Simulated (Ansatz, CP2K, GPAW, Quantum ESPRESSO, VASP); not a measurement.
# CsSnI3: energy against volume and a worked fit

```yaml
crystal:
  lattice:
    - [6.20570, 0.00000, 0.00000]
    - [0.00000, 6.20570, 0.00000]
    - [0.00000, 0.00000, 6.20570]
  atoms:
    - { symbol: Cs, position: [0.00000, 0.00000, 0.00000] }
    - { symbol: I, position: [0.50000, 0.50000, 0.00000] }
    - { symbol: I, position: [0.50000, 0.00000, 0.50000] }
    - { symbol: I, position: [0.00000, 0.50000, 0.50000] }
    - { symbol: Sn, position: [0.50000, 0.50000, 0.50000] }
```

The cell was measured well above room temperature.

The cell was scaled at fixed shape and fractions and run with CP2K, POTENTIAL_UZH Cs GTH-PBE-q9, I GTH-PBE-q7, Sn GTH-PBE-q4; TZVP-MOLOPT-PBE-GTH basis; PBEsol, k mesh 5 × 5 × 5 on the cell of 5 atoms, fermi-dirac occupations of 0.05 eV, no spin polarisation, no spin-orbit coupling. The potentials were made for PBE. Energies are those that the program minimises, any entropy of the smearing included.

| V (Å³/atom) | energy over the lowest row (meV/atom) |
| --- | --- |
| 44.9294 | 11.484 |
| 45.8853 | 5.161 |
| 46.8412 | ? |
| 47.7972 | 0.000 |
| 48.7531 | 0.640 |
| 49.7091 | 3.122 |
| 50.6650 | 7.253 |

Problem. Fit the third-order Birch-Murnaghan form, give V0, B0 and B′, and predict the energy left open.

Solution. With y = (V0/V)^(2/3), E = E0 + (9 V0 B0/16) [(y - 1)³ B′ + (y - 1)² (6 - 4y)]. Least squares through the rows shown give V0 = 47.9630 Å³/atom, E0 = -0.030 meV, B0 = 17.00 GPa (1 eV/Å³ = 160.218 GPa) and B′ = 4.65, with a largest miss of 0.002 meV. At V = 46.8412 the form with these constants gives 1.425 meV; the run gave 1.425 meV an atom. Other set-ups at this level, from all their volumes (Å³/atom, GPa): GPAW, PAW data sets generated for this functional: V0 45.841, B0 18.25; Ansatz, all-electron LAPW, scalar-relativistic: V0 45.828, B0 18.16; Quantum ESPRESSO, GBRV 1.5 PBEsol: V0 45.796, B0 18.18; VASP, PBE PAW files Cs_sv, I, Sn_d, 520 eV (made for PBE): V0 45.873, B0 18.14.
